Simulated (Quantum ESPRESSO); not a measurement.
**ZnS: equation of state with r2SCAN**

**The experiment to reproduce.**

From “Electronic, vibrational, and thermodynamic properties of ZnS (zincblende and rocksalt structure)”, 2009, arxiv:0911.5022, for a bulk crystal of ZnS: bulk modulus 76.9 GPa.

Crystal: ZnS.

```
CELL_PARAMETERS angstrom
0.00000 2.70200 2.70200
2.70200 0.00000 2.70200
2.70200 2.70200 0.00000
ATOMIC_POSITIONS crystal
Zn 0.75000 0.75000 0.75000
S 0.00000 0.00000 0.00000
```

```json
{
 "Program": "Quantum ESPRESSO 7.5",
 "Task": "equation of state",
 "Functional": "r2SCAN",
 "Potentials or basis": "SG15 PBE 1.2",
 "Cutoff": "952 eV",
 "Density cutoff": "3810 eV",
 "k mesh": "7 × 7 × 7",
 "Occupations": "fermi-dirac, width 0.05 eV",
 "Spin": "no spin polarisation",
 "Symmetry": "off",
 "Mixing beta": "0.5",
 "Most SCF iterations": "120",
 "SCF threshold": "1e-08 Ry"
}
```

```json
{
  "Equilibrium volume": "19.76 Å³/atom",
  "Bulk modulus": "78 GPa",
  "Pressure derivative of the bulk modulus": "4.2"
}
```

Energy against volume, from the lowest point:
```csv
volume (Å³/atom),energy (meV/atom)
18.543,20.29
18.938,8.92
19.332,2.31
19.727,0.00
20.121,1.57
20.516,6.64
20.910,14.85
```

All runs of the series together: 18 min on 2 threads of Intel(R) Xeon(R) 6975P-C (Granite Rapids), with other jobs on the host.

A measured bulk modulus of ZnS is 76.9 GPa (quoted in “Electronic, vibrational, and thermodynamic properties of ZnS (zincblende and rocksalt structure)”, 2009, arxiv:0911.5022); the calculated 78 GPa misses it by +1.6 %. The fit is for a static lattice scaled at fixed shape and fixed fractional positions.

Caveat: the potentials were made for another functional, which shifts forces and pressure.
